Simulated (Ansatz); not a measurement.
## Ti: pressure against volume

Ti, Im-3m, a = 3.252 Å. This isn't the element's structure at ambient conditions. Ansatz: r2SCAN, PAW, 500 eV, Γ-centred 18×18×18 mesh on 1 atom, Gaussian smearing 0.10 eV; no spin polarisation. Symmetry fixes shape and atoms, so the cell is only scaled; pressure is positive in compression.

```
V (Å³/atom) P (GPa)
     15.129        ?
     15.645    12.31
     16.161     7.66
     16.677     3.57
     17.192    -0.01
     17.708    -3.15
     18.224    -5.88
     18.912    -9.01
```

Take V0 = 17.192 Å³/atom, count pressures from its P0 = -0.01 GPa, fit the third-order Birch–Murnaghan form to the other rows, and predict the missing pressure.

With the Eulerian strain f = ½[(V0/V)^(2/3) − 1] and y = (P − P0)/[3f(1 + 2f)^(5/2)], the form is the line y = B0 + 1.5 B0 (B0′ − 4) f. Rows (f, y): 0.03244, 108.2; 0.02105, 109.6; 0.01024, 110.8; -0.00976, 112.7; -0.01906, 113.1; -0.03079, 114.2. Means f = 0.0006867, y = 111.43; Σ(Δf)² = 0.003004, ΣΔfΔy = -0.2793; the slope is their ratio. y = 111.5 − 92.97 f GPa, so B0 = 111.5 GPa and B0′ = 4 + 2 × (-92.97)/(3 × 111.5) = 3.44. At V = 15.129, f = 0.04448, y = 107.36 and P = 17.72 GPa. The run gave 17.57 GPa, so the fit is 0.15 GPa too high, a small miss on the scale of the series.